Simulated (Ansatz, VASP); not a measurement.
One calculation of Ir, two programs

The input INCAR:

```
PREC     = Accurate       # precision mode
ENCUT    = 520            # plane-wave cutoff, eV
EDIFF    = 1E-6           # SCF threshold, eV
ISMEAR   = 0              # smearing method
SIGMA    = 0.1            # smearing width, eV
LREAL    = F              # projectors in reciprocal space
LASPH    = T              # aspherical terms in the spheres
NELM     = 60             # most SCF steps
ALGO     = Fast           # electronic algorithm
ISIF     = 2              # what is computed and relaxed
LWAVE    = F              # write WAVECAR
LCHARG   = F              # write CHGCAR
GGA      = PE             # functional
NBANDS   = 36             # bands
```

KPOINTS

```
regular mesh
0
Gamma
  12 6 8
```

File POSCAR:

```
Ir
1.0
    2.7369706249      0.0000000000      0.0000000000
    0.0000000000      6.7041814719      0.0000000000
    0.0000000000      0.0000000000      4.7405721811
Ir
6
Direct
    0.0000000000      0.0000000000      0.0000000000
    1.0000000000      0.3333333333      0.6666666667
    1.0000000000      0.6666666667      0.3333333333
    0.5000000000      1.0000000000      0.5000000000
    0.5000000000      0.3333333333      0.1666666667
    0.5000000000      0.6666666667      0.8333333333
```

Input for Ansatz:

```yaml
crystal:
  lattice:
    - [2.7369706249, 0.0, 0.0]
    - [0.0, 6.7041814719, 0.0]
    - [0.0, 0.0, 4.7405721811]
  atoms:
    - { symbol: Ir, position: [0.0, 0.0, 0.0] }
    - { symbol: Ir, position: [1.0, 0.3333333333, 0.6666666667] }
    - { symbol: Ir, position: [1.0, 0.6666666667, 0.3333333333] }
    - { symbol: Ir, position: [0.5, 1.0, 0.5] }
    - { symbol: Ir, position: [0.5, 0.3333333333, 0.1666666667] }
    - { symbol: Ir, position: [0.5, 0.6666666667, 0.8333333333] }
basis:
  ecutwfc: 420
kpoints:
  mp_grid: { grid: [12, 6, 8] }
hamiltonian:
  xc: pbe
scf:
  occupations: { method: gaussian, width: 0.1 }
output:
  forces: true
  stress: true
  eigenvalues: true
```

Alike in both runs: task single point; functional PBE; k mesh 12 × 6 × 8; occupations gaussian, width 0.1 eV; no spin polarisation.

|  | VASP | Ansatz |
| --- | --- | --- |
| version | VASP 6.6.1 | Ansatz 0.2.0 |
| potentials or method | VASP PAW PBE potentials, release 64 (Ir) | scalar-relativistic, plane waves, PAW |
| plane-wave cutoff (eV) | 520 | 420 |
| valence electrons in the cell | 54 | 102 |

|  | VASP | Ansatz | Ansatz less VASP |
| --- | --- | --- | --- |
| gap on the k mesh at the Fermi level (eV) | none | none | - |
| pressure (GPa) | 0.4 | -0.1 | -0.52 |

A gap of «none» marks a metal or a gap that the smearing closes. The functional is the same, so the differences come from potentials, cutoffs and numerics. The two sets of potentials don't hold the same shells in valence.

The runs have no spin-orbit coupling, so splittings on Ir are missing.
